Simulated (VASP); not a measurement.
# VASP inputs for LiBr (rocksalt)

INCAR

```
PREC = Accurate
GGA = PE
ENCUT = 520
NSW = 0
ISIF = 2
IBRION = -1
LELF = .TRUE.
NELM = 120
SIGMA = 0.02
LWAVE = .FALSE.
LASPH = .TRUE.
ISMEAR = -1
EDIFF = 1E-7
LREAL = .FALSE.
LCHARG = .TRUE.
NBANDS = 12
```

KPOINTS

```
KPOINTS created by Atomic Simulation Environment
0
Gamma
8 8 8
0 0 0
```

KPOINTS_OPT

```
special points
7
Reciprocal
0.0000000000 0.0000000000 0.0000000000 1
0.5000000000 0.0000000000 0.5000000000 1
0.6250000000 0.2500000000 0.6250000000 1
0.3750000000 0.3750000000 0.7500000000 1
0.5000000000 0.5000000000 0.5000000000 1
0.5000000000 0.2500000000 0.7500000000 1
-0.0833330000 0.0000000000 0.0833330000 1
```

POSCAR

```
Li Br
 1.0000000000000000
     0.0000000000000000    2.7395650435869427    2.7395650435869427
     2.7395650435869427    0.0000000000000000    2.7395650435869427
     2.7395650435869427    2.7395650435869427    0.0000000000000000
 Li  Br
   1   1
Cartesian
  0.0000000000000000  0.0000000000000000 -0.0000000000000000
  2.7395650435869432  2.7395650435869432  2.7395650435869432
```

VASP ran with the recommended PBE PAW datasets (10 valence electrons in the cell).

**Question.** What does this run give?

**Answer.** gap between bands v and c 5.00 eV; least direct gap 5.00 eV; pressure 0.4 GPa.

Band v is the last that the valence electrons fill when counted band by band, and c is the next. Levels in eV from the top of v:

```tsv
point	v−1	v	c	c+1
Γ	-0.01	-0.01	5.00	10.50
X	-1.17	-1.17	6.27	7.09
K	-1.88	-0.88	6.65	8.75
L	-0.27	-0.27	5.62	8.10
W	-2.19	-1.16	8.06	8.59
```
